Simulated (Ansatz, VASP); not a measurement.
## One calculation of ScAl3, two programs

```
Sc Al
1.0
     4.00436    0.00000    0.00000
     0.00000    4.00436    0.00000
     0.00000    0.00000    4.00436
Sc Al
1 3
Direct
  0.00000 0.00000 0.00000
  0.50000 0.50000 0.00000
  0.00000 0.50000 0.50000
  0.50000 0.00000 0.50000
```

Change from the starting cell: volume scaled by 0.94.

Alike in both runs: task single point; functional PBEsol; k mesh 7 × 7 × 7; occupations fermi-dirac, width 0.05 eV; no spin polarisation.

|  | VASP | Ansatz |
| --- | --- | --- |
| version | VASP 6.6.1 | Ansatz 0.2.0 |
| potentials or method | VASP PAW PBE potentials, release 64 (Sc_sv, Al), cutoff 520 eV | all-electron LAPW, scalar-relativistic |

VASP gave:

| Property | Result |
| --- | --- |
| gap on the k mesh at the Fermi level (eV) | none |
| pressure (GPa) | 5.2 |

Estimate Ansatz's values.

gap on the k mesh at the Fermi level (eV): none; pressure (GPa): 5.0.

A gap of «none» marks a metal or a gap that the smearing closes. Ansatz ran all-electron here, so the differences hold the error of VASP's frozen core and of both bases.

Caveats: the PAW data sets were made with another functional, which shifts forces and pressure a little (VASP).
